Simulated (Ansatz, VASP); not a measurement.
## One calculation of H2Se, two programs

```xyz
3
Lattice="3.2582 0.0000 0.0000 -1.6291 2.8217 0.0000 0.0000 0.0000 3.9104" Properties=species:S:1:pos:R:3 pbc="T T T"
H     0.0000    1.8811    0.5658
H     1.6291    0.9406    3.3445
Se    0.0000    0.0000    0.0000
```

Change from the starting cell: species swapped into the Ni2H type (P3m1, No. 156).

Alike in both runs: functional PBE; dispersion D3(BJ); k mesh 18 × 18 × 12; occupations gaussian, width 0.1 eV; no spin polarisation.

Ansatz relaxed the structure, and its values are those at the end. VASP's run is a single point on that final structure, the one shown.

|  | VASP | Ansatz |
| --- | --- | --- |
| version | VASP 6.6.1 | Ansatz 0.2.0 |
| potentials or method | VASP PAW PBE potentials, release 64 (H, Se) | scalar-relativistic, plane waves, PAW |
| plane-wave cutoff (eV) | 520 | 420 |
| valence electrons in the cell | 8 | 18 |

|  | VASP | Ansatz | Ansatz less VASP |
| --- | --- | --- | --- |
| gap on the k mesh at the Fermi level (eV) | none | none | - |
| pressure (GPa) | 0.0 | 0.0 | +0.02 |

A gap of «none» marks a metal or a gap that the smearing closes. The two sets of potentials don't hold the same shells in valence.

Caveats: pairwise dispersion overbinds metals, which lowers pressure and volume.
